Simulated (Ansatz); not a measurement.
Runs of Ansatz 0.2.0 on Ge. The typed cell holds 2 atoms: a = 3.900 Å, b = 3.900 Å, c = 3.900 Å, α = 97.38°, β = 97.38°, γ = 138.01°. This isn't the form of Ge at room conditions, which is diamond.

| share of exact exchange | gap on the mesh (eV) | pressure (GPa) | largest force (eV/Å) |
| --- | --- | --- | --- |
| 0.2 | none | (c) | 0.58 |
| 0.4 | none | -0.9 | 0.55 |
| 0.25 | none | 0.8 | 0.57 |
| 0.3 | none | 0.2 | 0.56 |
| 0.1 | none | (a) | 0.59 |
| 0.05 | none | 3.2 | 0.60 |
| 0.15 | none | 2.0 | 0.58 |
| 0.5 | none | -2.1 | (b) |

Alike in all rows: task single point; level HSE06 form with a typed share of exact exchange; potentials or basis Ansatz PAW; no spin polarisation; cell atom 1 moved 0.15 Å; k mesh 6 × 6 × 4; cutoff (eV) 420; smearing fermi-dirac 0.05 eV; the mesh is coarse, so values aren't converged.

Estimate the missing entries.

(a) 2.6; (b) 0.54; (c) 1.4.

Caveats: all runs use coarse meshes; the PAW data sets come from PBE, with cores solved anew for the run's functional, which leaves a small shift of forces and pressure; the thresholds are loose for stress.

A k mesh can miss the band edges, and the runs leave out spin-orbit coupling on Ge.

A gap of «none» marks a metal or a gap under the smearing width.
